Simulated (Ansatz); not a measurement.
Comparing deformations in Sn

All numbers below come from DFT PBEsol, scalar-relativistic, plane waves, PAW in Ansatz 0.2.0. Settings: plane waves to 420 eV, k-mesh 26×26×26 (Γ-centred), Gaussian smearing 0.15 eV. No spin polarisation. Energies are free energies at this smearing, counted from the undisturbed cell; pressure is positive in compression.

The starting cell (relaxed at this level; this form isn't the usual structure):

```
Sn
1.0
    -1.61733    1.61733    2.53388
     1.61733   -1.61733    2.53388
     1.61733    1.61733   -2.53388
Sn
1
Direct
  0.00000 0.00000 0.00000
```

The cell is strained by ε times a Voigt pattern (xx, yy, zz, yz, xz, xy; engineering shear) with fractional coordinates fixed. τ = (1/V0) dE/dε comes from the stress tensor. Of each scan, only the three points used here are listed.

```csv
pattern,ε,τ (GPa)
"(1, 1, 0, 0, 0, 0)",-0.0250,-7.02
"(1, 1, 0, 0, 0, 0)",0.0000,-0.30
"(1, 1, 0, 0, 0, 0)",0.0250,4.83
"(0, 0, 1, 0, 0, 0)",-0.0250,-1.23
"(0, 0, 1, 0, 0, 0)",0.0000,0.43
"(0, 0, 1, 0, 0, 0)",0.0250,2.02
"(0, 0, 0, 0, 0, 1)",-0.0150,0.0158
"(0, 0, 0, 0, 0, 1)",0.0000,0.0000
"(0, 0, 0, 0, 0, 1)",0.0150,-0.0158
"(0, 1, 0, 0, 0, 0)",-0.0100,-1.13
"(0, 1, 0, 0, 0, 0)",0.0000,-0.15
"(0, 1, 0, 0, 0, 0)",0.0150,1.12
```

Problem. Which constants do the scans give, and which deformation costs least for the same size of strain tensor?

Solution. The slope dτ/dε at zero (parabola through three points) is pᵀCp: (1, 1, 0, 0, 0, 0) gives C11 + C22 + 2 C12 = 237 GPa; (0, 0, 1, 0, 0, 0) gives C33 = 65 GPa; (0, 0, 0, 0, 0, 1) gives C66 = -1.1 GPa; (0, 1, 0, 0, 0, 0) gives C22 = 93 GPa. The size of the strain tensor, ε:ε, is ε² times 2.0, 1.0, 0.5, 1.0. Per unit of it the stiffnesses are 118, 65, -2.1, 93 GPa, so (0, 0, 0, 0, 0, 1) is the softest of these: at ε:ε = (1 %)² the quadratic term costs -0.02 meV/atom against 0.98 for the stiffest. The starting stress shifts them by about its own size.

In a metal these slopes depend on the k mesh and the smearing.